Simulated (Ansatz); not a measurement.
# Phonons of Ta-Au-Au-Ta stack of (100) layers, part 2 of 2

The plan: relax Ta-Au-Au-Ta stack of (100) layers, check its phonons, and, if the lattice is stable, compute its Eliashberg function and ρ(T).

Ansatz 0.2.0; DFT PBEsol, scalar-relativistic, plane waves, PAW; PAW set soft_1.

So far: The starting structure; Rough relaxation; Relaxing cell and atoms.

### Step 4. Relaxing tightly for phonons

Residual forces and stress shift phonon frequencies, so the cell is relaxed again, with tight thresholds and the mesh and smearing of this input.

The input, input.yaml:

```yaml
crystal:
  lattice:
    - [2.7636757994, 0.0, 0.0]
    - [0.0, 2.7636757994, 0.0]
    - [0.0, 0.0, 36.0400001536]
  atoms:
    - { symbol: Ta, position: [0.0, 0.0, 0.1486133032] }
    - { symbol: Au, position: [0.5, 0.5, 0.2060713531] }
    - { symbol: Au, position: [0.0, 0.0, 0.2689563918] }
    - { symbol: Ta, position: [0.5, 0.5, 0.3264144417] }
  periodic: [true, true, false]
kpoints:
  mp_grid: { grid: [9, 9, 1] }
hamiltonian:
  xc: pbesol
  pseudopotentials: { kind: paw, azcp: { folder: soft_1 }, xc_functional: pbe }
scf:
  occupations: { method: methfessel_paxton, width: 0.2 }
output:
  forces: true
  stress: true
  eigenvalues: true
relax:
  adjacent_minimum: "off"
  f_tol: 0.001
  max_steps: 60
  cell: { stress_2d_tol: 0.002 }
```

Launch:

```bash
$ ansatz run input.yaml --threads 4 --pin off --max-ram 12288MiB --backend cpu --events-out ev --progress --plain --runs-dir out
```

Numbers of over 12 decimals in the logs are rounded to 6 here.

What it wrote:

```text
[the first part of the log is left out]
  E_aug_tail   = 0.003322  (compensation charges beyond the density's cutoff)
  E_ewald      = 148333.887540
  E_core_change = 1.046480  (= ΣΔE_core)
  E_smearing   = -0.019826  (= −TS)
  E_closure    = -0.000000  (closes the sum)
  Σ components = -45629.305217   (vs F -45629.305217, Δ=0.00e0)
--- Forces (eV/Å), atoms counted from 1 ---
  atom   1  Ta    -0.00000000     0.00000000    -0.00009026
  atom   2  Au    -0.00000000    -0.00000000     0.00003970
[...]
0.000000       0.000000       0.000000
  P = ½ c Tr σ = 0.0000 N/m
--- Band table (eV; the first three rows and the last of 15) ---
[...]
--- Relaxed structure (6 steps of the walk, 6 accepted, 1 SCFs on fresh bases) ---
[...]
cell:  # Å, volume = 273.1749 Å³
    - [2.753138, 0, 0.0]
    - [0, 2.753138, 0.0]
    - [0.0, 0.0, 36.0400001536]
  atoms:
    - { symbol: Ta, position: [0, 0, 0.147893] }
    - { symbol: Au, position: [0.500000, 0.500000, 0.205728] }
    - { symbol: Au, position: [0, 0, 0.269300] }
    - { symbol: Ta, position: [0.500000, 0.500000, 0.327135] }
```

It took 18 s on 4 threads of Arm Neoverse V2, shared host; peak memory 0.7 GiB.

Step by step:

| step | energy less that of the first step (eV) | largest force component (eV/Å) | volume (Å³) |
| --- | --- | --- | --- |
| 1 | 0.0000 | 0.0346 | 275.27 |
| 2 | -0.0011 | 0.0837 | 273.34 |
| 3 | -0.0019 | 0.0126 | 273.08 |
| 4 | -0.0019 | 0.0088 | 273.09 |
| 5 | -0.0019 | 0.0004 | 273.18 |
| 6 | -0.0019 | 0.0001 | 273.17 |
| 7 | -0.0018 | 0.0001 | 273.17 |

The log counts 1 steps on a newly chosen plane-wave basis, not all of them marked here; energy and pressure can jump at such steps.

```csv
cell as run,before,after,change
a (Å),2.764,2.753,-0.4 %
b (Å),2.764,2.753,-0.4 %
```

The atoms that moved most (Å, along periodic axes as changes of fractional coordinates times the final cell, across vacuum about the mean position):

```csv
atom,dx,dy,dz,length
Ta1,0.000,0.000,-0.026,0.026
Ta4,0.000,0.000,0.026,0.026
Au3,0.000,0.000,0.012,0.012
Au2,0.000,0.000,-0.012,0.012
```

Final coordinates:

```xyz
4
Lattice="2.7531 0.0000 0.0000 0.0000 2.7531 0.0000 0.0000 0.0000 36.0400" Properties=species:S:1:pos:R:3
Ta    0.0000    0.0000    5.3301
Au    1.3766    1.3766    7.4144
Au    0.0000    0.0000    9.7056
Ta    1.3766    1.3766   11.7899
```

The relaxation ends with a largest force component of 9.0e-5 eV/Å.

### Step 5. Phonons: q 2×2×1, k 6×6×1

Couplings are defined for a stable lattice alone, so phonons come first.

input.yaml, the sections that differ from step 4:

```yaml
crystal:
  lattice:
    - [2.7531383083, 0.0, 0.0]
    - [0.0, 2.7531383083, 0.0]
    - [0.0, 0.0, 36.0400001536]
  atoms:
    - { symbol: Ta, position: [0.0, 0.0, 0.1478930809] }
    - { symbol: Au, position: [0.5, 0.5, 0.205727945] }
    - { symbol: Au, position: [0.0, 0.0, 0.2692997999] }
    - { symbol: Ta, position: [0.5, 0.5, 0.327134664] }
  periodic: [true, true, false]
kpoints:
  mp_grid: { grid: [6, 6, 1] }
output:
  eigenvalues: true
phonons:
  method: dfpt
  qmesh: [2, 2, 1]
  temperatures: { t_max: 1000, t_step: 50 }
  qpath:
    path: [[0.0, 0.0, 0.0], [0.0, 0.5, 0.0], [0.5, 0.5, 0.0], [0.0, 0.0, 0.0]]
    npoints: 10
# hamiltonian, scf: as in step 4
# relax: removed
```

What it wrote:

```text
Warning: crystal.symmetry: narrowed to the stabiliser of the run's FFT grids — unitary ops 16 → 8. A phonons.method: dfpt run fills in the rows of the dynamical matrix that it does not solve by its symmetry operations, which is exact only for operations that map its FFT grids onto themselves: filled in by any other, the frequencies could depend on the order in which like atoms are typed, or, by more than the grids' own error, on where the crystal sits among the grids' points. Excluded: 8 operations. The run can therefore solve more perturbations, solve them on more k-points, or both, and cost more. [rest of the remark cut]
[...]
Crystal: 4 atoms, lattice volume = 273.175 Å³
Basis set: ecut = 420 eV, 5445 PW (Γ), exchange–correlation on 40×40×486 points (8 copies of the dense FFT grid, shifted against one another)
Bands: 39, of which v1, the nominal top of the filled ones, is band 32 counted from 1 (31 counted from 0)
Symmetry: 16 space group operations
k-points: 10 of 36 (irreducible under 8 space group operations)
[...]
SCF iter   1: F=—  HF=-45634.061359 eV  |F-HF|=—  |Δ(HF+E_count)|=         —  Δρ=7.22e-2  dr2=5.38e1  ethr=3.10e-3  ⟨swp⟩=13.3  Hψ=2775  notcnv=0
[...]
SCF iter  15: F=-45629.276328 eV  HF=-45629.276328 eV  |F-HF|=5.53e-10  |Δ(HF+E_count)|=   1.89e-9  S|Δr|=    0.00e0  Δρ=2.94e-8  dr2=1.68e-12  ethr=1.00e-12  ⟨swp⟩=22.0  Hψ=3324  notcnv=0
SCF 1 converged in 15 iterations: F = -45629.276328 eV  dr2 = 1.68e-12
[...]
phonons: the bands overlap, so this run is a metal and interpolates without the dipole-dipole term. If the crystal is really an insulator or semiconductor, its LO-TO splitting is missing
NSCF: frozen V_eff on 10 k-points
[...]
DFPT response loops at q = (0, 0, 0) (fractional): preconditioner auto → none (partly filled bands, converged f_vac=0.695); β = 0.50; Broyden in place of MSR1
[...]
SCF converged after 15 iterations
Stability not checked: this state was not tested for a lower state beside it, because cold or Methfessel-Paxton smearing, or corrected tetrahedra, fill the levels in a way that the test cannot read (fill_not_monotonic; see scf.lower_state_search)
Free energy (F): -45629.276328 eV
[...]
Internal energy: -45629.269561 eV  (E = F + TS)
E sigma→0 (E₀):  -45629.274637 eV
Entropy (-TS):   -0.006767 eV (-1.692 meV/atom)
Fermi energy:    -5.172619 eV
Step filling:    the computed levels leave a gap of 0.0000 eV = 0.0 smearing widths at the electron count; against every level under it full and every level over it empty, smearing changes F+E_penalty+E_count by -7.643 meV and its σ→0 estimate by -5.951 meV
[...]
--- Band table (eV; the first three rows and the last of 10) ---
  k-point 0: bands = [... 28 lower, -7.9088, -7.5900, -7.5566, -7.0851, -5.6443, -5.5077, -4.7461, -1.7086, ... 3 higher]
  k-point 1: bands = [... 28 lower, -8.0117, -7.3531, -6.8677, -6.5841, -5.4526, -5.2893, -4.8911, -2.0095, ... 3 higher]
  k-point 2: bands = [... 28 lower, -7.4107, -7.3959, -6.3048, -5.7323, -5.0102, -3.9441, -3.5449, -2.1587, ... 3 higher]
  k-point 9: bands = [... 28 lower, -6.1972, -6.1972, -4.8711, -4.8711, -2.6104, -2.6104, -1.5011, -1.5011, ... 3 higher]
--- Phonons (Γ-DFPT): 8 representative perturbations + reference (Σ response iterations 49) ---
  ASR residual: 2.255e-4 → 0.000e0 eV/Å²; symmetrization residual: 1.848e-4 eV/Å²
  The last average, over the group as it would stand without the narrowing to the FFT grids, took up to 7.286e-5 eV/Å² of the zone centre's force constants
  ASR residual per site (eV/Å²): 7.50e-5 2.25e-4 2.12e-4 6.57e-5
  Γ frequencies (cm⁻¹): 0.00 0.00 0.00 28.33 28.33 61.96 87.94 87.94 96.12 96.12 134.41 147.12
--- Phonons (arbitrary-q DFPT): 3 irreducible q on the 2×2×1 mesh ---
  q = [0.0000, 0.0000, 0.0000] (star 1, of the zone-centre solve; hermiticity 4.15e-5, symmetrization 3.88e-12, taken by the last average 8.18e-6): -0.00 -0.00 0.00 28.33 28.33 61.96 87.94 87.94 96.12 96.12 134.41 147.12
  q = [0.0000, -0.5000, 0.0000] (star 2, 12 solved perturbations on 16 of 36 k-point pairs; hermiticity 7.64e-6, symmetrization 1.21e-8, taken by the last average 3.29e-6): -34.65 -34.65 38.66 38.66 57.81 57.81 76.62 76.62 175.71 175.71 181.48 181.48
  q = [-0.5000, -0.5000, 0.0000] (star 1, 8 solved perturbations in 104 linear systems a pass and spin channel, the states on 16 of 36 k-point pairs; hermiticity 7.53e-6, symmetrization 2.10e-8, taken by the last average 3.79e-6): 54.38 54.38 66.05 66.05 143.69 143.69 154.25 154.25 166.53 166.53 176.70 176.70
  sum rule: each row above includes the acoustic sum rule's correction from the zone centre's row sums; it moved no ω² by more than (0.56 cm⁻¹)²
  mesh force constants: q→R imaginary residual 1.24e-17; ASR residual 2.255e-4 → 0.000e0 eV/Å²; symmetrization residual 5.329e-15 eV/Å²
  interpolated dispersion: 31 rows × 12 modes
  density of states and harmonic sums: on the 22×22×1 q-mesh, interpolated from the force constants of a 2×2×1 supercell (no non-analytic term)
  largest difference from the sums on the solved wave vectors: F 2.38e-1 eV, S 3.37e-4 and C_V 9.90e-5 eV/K
  zero-point energy: 0.073148 eV/cell   skipped modes (ω ≤ 0): 55, of them read as no rigid motion or as one in doubt: 52 (5.950e-1 modes/cell left out, lowest -35.22 cm⁻¹)   left out of the sums: 5.01e-2 of the cell's modes: C_V's classical limit lies that fraction below 3 k_B per atom; for a crystal, a wire or a layer, F and S can be off by more, and a phonons.interpolated_qmesh denser along its periods is the remedy for the sampling
```

It took 2.6 min on 4 threads; peak memory 1.2 GiB; 10 min of CPU time.

Reading the cycles: dr2 is the Hartree energy of the density residual (eV), the measure of convergence; HF is the Harris–Foulkes estimate of the energy, which meets the free energy F at convergence.

This step gave:

| Property | Result |
| --- | --- |
| share of imaginary modes in the plain interpolation between solved wavevectors | 0.0491 |
| highest frequency, solved or plainly interpolated | 181.5 cm⁻¹ |

Solved on the 2×2×1 mesh alone; all other wavevectors are interpolated. Phonon branches along the path, in cm⁻¹:

```
  point  branch 1  branch 2  branch 3  branch 4  branch 9  branch 10  branch 11  branch 12
      Γ         0         0         0        28        96         96        134        147
halfway       -20       -18       -12        30       134        135        147        149
      X       -35       -35        39        39       176        176        182        182
halfway        46        46        71        71       169        169        174        174
      M        54        54        66        66       166        166        177        177
halfway        14        18        81        97       135        136        138        142
      Γ         0         0         0        28        96         96        134        147
```

Lowest modes at the softest wavevector of the mesh. The modes at q = (0.500, 0.000, 0.000) (shares of kinetic energy by element, %) (negative means imaginary):

| mode | frequency (cm⁻¹) | Ta % | Au % |
| --- | --- | --- | --- |
| 1 | -34.7 | 99 | 1 |
| 2 | -34.7 | 99 | 1 |
| 3 | 38.7 | 91 | 9 |
| 4 | 38.7 | 91 | 9 |
| 5 | 57.8 | 1 | 99 |
| 6 | 57.8 | 1 | 99 |

Displacements in mode 1 (-34.7 cm⁻¹), the largest set to 1, in the home cell:
```
Ta1  0.00  1.00  0.00
Au2  0.00  0.00  0.00
Au3  0.00 -0.08  0.00
Ta4  0.00  0.00  0.00
```

Displacements in mode 5 (57.8 cm⁻¹), the largest set to 1, in the home cell (x, y, z of the real part, then of the imaginary part):
```
Ta1  0.00  0.09  0.00  0.00  0.00  0.00
Au2  0.00  0.26  0.00  0.00 -0.08  0.00
Au3  0.00  1.00  0.00  0.00  0.02  0.00
Ta4  0.00  0.02  0.00  0.00 -0.01  0.00
```

Among the solved wavevectors the lowest mode, translations apart, is -34.7 cm⁻¹, imaginary.

### Step 6. Phonons by linear response: q 3×3×1, k 9×9×1

An imaginary mode on so few k-points may come from the sampling, so the phonons are repeated with another q and k mesh.

Edit input.yaml of step 5 so:

```diff
@@ -12,3 +12,3 @@
 kpoints:
-  mp_grid: { grid: [6, 6, 1] }
+  mp_grid: { grid: [9, 9, 1] }
 hamiltonian:
@@ -22,3 +22,3 @@
   method: dfpt
-  qmesh: [2, 2, 1]
+  qmesh: [3, 3, 1]
   temperatures: { t_max: 1000, t_step: 50 }
```

What it wrote:

```text
[...]
Crystal: 4 atoms, lattice volume = 273.175 Å³
Basis set: ecut = 420 eV, 5445 PW (Γ), exchange–correlation on 40×40×486 points (8 copies of the dense FFT grid, shifted against one another)
Bands: 39, of which v1, the nominal top of the filled ones, is band 32 counted from 1 (31 counted from 0)
Symmetry: 16 space group operations
k-points: 15 of 81 (irreducible under 8 space group operations)
[...]
SCF iter   1: F=—  HF=-45633.880630 eV  |F-HF|=—  |Δ(HF+E_count)|=         —  Δρ=7.31e-2  dr2=5.57e1  ethr=3.10e-3  ⟨swp⟩=13.7  Hψ=4115  notcnv=0
[...]
SCF iter  14: F=-45629.305217 eV  HF=-45629.305217 eV  |F-HF|=3.57e-10  |Δ(HF+E_count)|=   2.43e-9  S|Δr|=    0.00e0  Δρ=5.40e-8  dr2=6.76e-12  ethr=1.00e-12  ⟨swp⟩=21.1  Hψ=5341  notcnv=0
SCF 1 converged in 14 iterations: F = -45629.305217 eV  dr2 = 6.76e-12
[...]
WARN: eigensolver did not converge (k=3): 1 band(s) unlocked after 2 eigensolves, warm-restarted (20 sweeps on the last) at ethr=3.52e-12 eV (storage-precision floor; scheduled 1.00e-12 eV) (lowest unlocked band 38, counted from 0; max residual 3.47e-5 eV among the unlocked bands, 3.47e-5 eV over every band; other slots of this pass that fall short are told together in one closing line; warning suppressed until the next SCF loop or pass starts)
WARN: eigensolver did not converge in 6 slots of this pass, the one above among them; of largest residual over every band (k=13): 1 band(s) unlocked (lowest unlocked band 38, counted from 0; max residual 1.00e-1 eV among the unlocked bands, 1.00e-1 eV over every band); of lowest unlocked band (k=3): band 38
[...]
SCF converged after 14 iterations
[...]
Free energy (F): -45629.305217 eV
[...]
Internal energy: -45629.285392 eV  (E = F + TS)
E sigma→0 (E₀):  -45629.300261 eV
Entropy (-TS):   -0.019826 eV (-4.956 meV/atom)
Fermi energy:    -5.205302 eV
[...]
--- Band table (eV; the first three rows and the last of 15) ---
  k-point 0: bands = [... 28 lower, -8.1207, -7.7793, -7.7462, -7.2496, -5.7717, -5.5867, -4.8600, -1.8687, ... 3 higher]
  k-point 1: bands = [... 28 lower, -8.3334, -7.5461, -7.4181, -7.1011, -5.5288, -5.5053, -5.1215, -2.0453, ... 3 higher]
  k-point 2: bands = [... 28 lower, -7.9080, -7.5808, -6.5294, -6.3255, -5.8999, -5.1024, -4.6208, -2.1790, ... 3 higher]
  k-point 14: bands = [... 28 lower, -6.6457, -5.8894, -5.2200, -4.9176, -3.0749, -2.9288, -2.1974, -1.5283, ... 3 higher]
[...]
ASR residual: 4.814e-4 → 0.000e0 eV/Å²; symmetrization residual: 1.349e-4 eV/Å²
[...]
ASR residual per site (eV/Å²): 4.66e-4 3.94e-4 4.72e-4 4.81e-4
[...]
--- Phonons (arbitrary-q DFPT): 3 irreducible q on the 3×3×1 mesh ---
[...]
interpolated dispersion: 31 rows × 12 modes
[...]
```

Wall time 6.3 min (4 threads); peak memory 2.1 GiB.

This step gave:

```
share of imaginary modes in the plain interpolation between solved wavevectors : 0.0597
highest frequency, solved or plainly interpolated                              : 180.2 cm⁻¹
```

Solved on the 3×3×1 mesh alone; all other wavevectors are interpolated. Phonon branches along the path, in cm⁻¹:

```
  point  branch 1  branch 2  branch 3  branch 4  branch 9  branch 10  branch 11  branch 12
      Γ         0         0         0        25        93         93        136        146
halfway       -53       -30        48        61       128        139        145        147
      X       -75       -75        60        60       154        154        180        180
halfway        71        71        83        83       145        145        173        173
      M        69        69        90        90       162        162        172        172
halfway        45        70        70        75       128        134        141        141
      Γ         0         0         0        25        93         93        136        146
```

Lowest modes at the softest wavevector of the mesh. Modes at q = (-0.333, 0.000, 0.000), with each element's share of the kinetic energy (negative means imaginary):

| mode | frequency (cm⁻¹) | Ta % | Au % |
| --- | --- | --- | --- |
| 1 | -68.9 | 96 | 4 |
| 2 | -48.9 | 93 | 7 |
| 3 | 62.8 | 37 | 63 |
| 4 | 64.0 | 4 | 96 |
| 5 | 65.5 | 7 | 93 |
| 6 | 67.1 | 51 | 49 |

Displacements in mode 1 (-68.9 cm⁻¹), the largest set to 1, in the home cell (x, y, z of the real part, then of the imaginary part):
```
Ta1  0.00 -0.87  0.00  0.00 -0.50  0.00
Au2  0.00 -0.17  0.00  0.00  0.10  0.00
Au3  0.00  0.17  0.00  0.00  0.10  0.00
Ta4  0.00  0.87  0.00  0.00 -0.50  0.00
```

Displacements in mode 5 (65.5 cm⁻¹), the largest set to 1, in the home cell (x, y, z of the real part, then of the imaginary part):
```
Ta1  0.00 -0.25  0.00  0.00 -0.14  0.00
Au2  0.00  0.87  0.00  0.00 -0.50  0.00
Au3  0.00  0.87  0.00  0.00  0.50  0.00
Ta4  0.00 -0.25  0.00  0.00  0.14  0.00
```

The modes has structure finer than the step of the table below, so its rows give means over 5 cm⁻¹, whole bins alone (the curve runs from -86.8 to 195 cm⁻¹). Peaks (cm⁻¹: height): Au 78.3: 0.0708, 88.9: 0.0924, 103.1: 0.0507, 122.7: 0.0353, 144.0: 0.0613, 168.8: 0.0716; Ta -61.9: 0.0154, 67.6: 0.0624, 88.9: 0.0922, 104.9: 0.0546, 124.4: 0.0469, 144.0: 0.0713.

Phonopy on the run's constants, 21x21x1 mesh, Gaussian sigma 2.0 cm⁻¹. Table of modes by wavenumber; means over each step; values in 1/cm⁻¹/cell:

| wavenumber (cm⁻¹) | Au | Ta |
| --- | --- | --- |
| -80 | 9.9e-6 | 0.00161 |
| -75 | 6.8e-5 | 0.0100 |
| -70 | 1.5e-4 | 0.0118 |
| -65 | 2.2e-4 | 0.0118 |
| -60 | 3.5e-4 | 0.0144 |
| -55 | 4.2e-4 | 0.0111 |
| -50 | 4.9e-4 | 0.00687 |
| -45 | 8.4e-4 | 0.0110 |
| -40 | 6.3e-4 | 0.0122 |
| -35 | 9.3e-4 | 0.00982 |
| -30 | 0.00149 | 0.0119 |
| -25 | 9.1e-4 | 0.00685 |
| -20 | 0.00124 | 0.00348 |
| -15 | 8.2e-4 | 0.00183 |
| -10 | 0.00154 | 0.00308 |
| -5 | 0.00135 | 0.00400 |
| 0 | 0.00112 | 0.00180 |
| 5 | 0.00110 | 0.00357 |
| 10 | 0.00358 | 0.00955 |
| 15 | 0.00412 | 0.00535 |
| 20 | 0.00576 | 0.00637 |
| 25 | 0.00664 | 0.00997 |
| 30 | 0.00724 | 0.0147 |
| 35 | 0.00894 | 0.0211 |
| 40 | 0.00782 | 0.0189 |
| 45 | 0.0113 | 0.0226 |
| 50 | 0.0112 | 0.0201 |
| 55 | 0.0137 | 0.0234 |
| 60 | 0.0333 | 0.0352 |
| 65 | 0.0516 | 0.0553 |
| 70 | 0.0500 | 0.0560 |
| 75 | 0.0612 | 0.0459 |
| 80 | 0.0623 | 0.0467 |
| 85 | 0.0557 | 0.0652 |
| 90 | 0.0833 | 0.0831 |
| 95 | 0.0419 | 0.0441 |
| 100 | 0.0382 | 0.0411 |
| 105 | 0.0466 | 0.0496 |
| 110 | 0.0284 | 0.0302 |
| 115 | 0.0279 | 0.0270 |
| 120 | 0.0314 | 0.0335 |
| 125 | 0.0300 | 0.0402 |
| 130 | 0.0183 | 0.0196 |
| 135 | 0.0355 | 0.0340 |
| 140 | 0.0440 | 0.0500 |
| 145 | 0.0579 | 0.0663 |
| 150 | 0.0441 | 0.0466 |
| 155 | 0.0410 | 0.0202 |
| 160 | 0.0456 | 0.00580 |
| 165 | 0.0482 | 0.00439 |
| 170 | 0.0656 | 0.00541 |
| 175 | 0.0428 | 0.00340 |
| 180 | 0.0195 | 0.00168 |
| 185 | 0.00141 | 1.3e-4 |
| 190 | 2.4e-6 | 0 |

No LO-TO term; unit eigenvectors of the mass-weighted matrix. Modes at Γ, with each element's share of the kinetic energy:

```
mode  frequency (cm⁻¹)  symmetry  Ta %  Au %
   1               0.0   unnamed    48    52
   2               0.0   unnamed    48    52
   3               0.0   unnamed    48    52
   4              24.7        Eg    54    46
   5              24.7        Eg    54    46
   6              63.9       A1g    69    31
   7              90.0        Eu    52    48
   8              90.0        Eu    52    48
   9              93.3        Eg    46    54
  10              93.3        Eg    46    54
  11             136.1       A2u    52    48
  12             146.0       A1g    31    69
```

Displacements in mode 4 (24.7 cm⁻¹), the largest set to 1:
```
Ta1  0.05 -1.00  0.00
Au2  0.04 -0.88  0.00
Au3 -0.04  0.88  0.00
Ta4 -0.05  1.00  0.00
```

Displacements in mode 12 (146.0 cm⁻¹), the largest set to 1:
```
Ta1  0.00  0.00  0.70
Au2  0.00  0.00 -1.00
Au3  0.00  0.00  1.00
Ta4  0.00  0.00 -0.70
```

Among the solved wavevectors the lowest mode, translations apart, is -68.9 cm⁻¹, imaginary.

### Step 7. Outcome

| Property | Result |
| --- | --- |
| phonon run of the rows without a label of their own | PBEsol, q 3×3×1, k 9×9×1 |
| softest mode on the q mesh | -68.9 cm⁻¹ at q = (-0.333, 0, 0) |
| highest frequency, solved or plainly interpolated | 180 cm⁻¹ |

In words: The lattice is dynamically unstable at this level: a mode at q = (-0.333, 0, 0) is imaginary, 68.9i cm⁻¹, so no harmonic coupling constant or resistivity is defined for this structure. These meshes are coarse, and single modes of a metal can move by tens of cm⁻¹ with the k mesh. The coarser mesh found an imaginary mode at another wavevector, which this mesh lacks. Spin–orbit coupling, left out here, matters for Au and Ta. The PAW files were made for PBE; under other functionals the run regenerates their frozen core. The structure was built by hand as an ordered model, and its stability against other phases was not tested.

[Logs are printed without paths, hosts, clocks, repeated set-up lines and the standing remarks that a program may print on its own settings, such as how far it seeks lower states.]

[Hosts, paths, dates, database ids (printed as entryN), source tags and the programs' standing remarks are cut or masked in the printed files.]
